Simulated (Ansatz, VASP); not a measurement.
BN: VASP beside Ansatz

```
CELL_PARAMETERS angstrom
2.50642 0.00000 0.00000
-1.25321 2.17063 0.00000
0.00000 0.00000 6.61567
ATOMIC_POSITIONS crystal
B 0.33333 0.66667 0.25000
B 0.66667 0.33333 0.75000
N 0.33333 0.66667 0.75000
N 0.66667 0.33333 0.25000
```

Alike in both runs: functional PBE; dispersion D3(BJ); k mesh 12 × 12 × 4; no spin polarisation.

Ansatz relaxed the structure, and its values are those at the end. VASP's run is a single point on that final structure, the one shown.

```csv
,VASP,Ansatz
version,VASP 6.6.1,Ansatz 0.2.0
potentials or method,"VASP PAW PBE potentials, release 64 (B, N)","scalar-relativistic, plane waves, PAW"
plane-wave cutoff (eV),520,420
occupations,"gaussian, width 0.01 eV",fixed
valence electrons in the cell,16,16
```

VASP gave:

| Item | Value |
| --- | --- |
| gap on the k mesh at the Fermi level (eV) | 4.27 |
| least direct gap on the mesh (eV) | 4.63 |
| pressure (GPa) | 0.1 |
| dispersion energy (meV/atom) | -141.5 |

Problem. What did Ansatz give for the same quantities?

Solution. gap on the k mesh at the Fermi level (eV): 4.27; least direct gap on the mesh (eV): 4.64; pressure (GPa): 0.0; dispersion energy (meV/atom): -141.5.

A k mesh can miss the band edges.
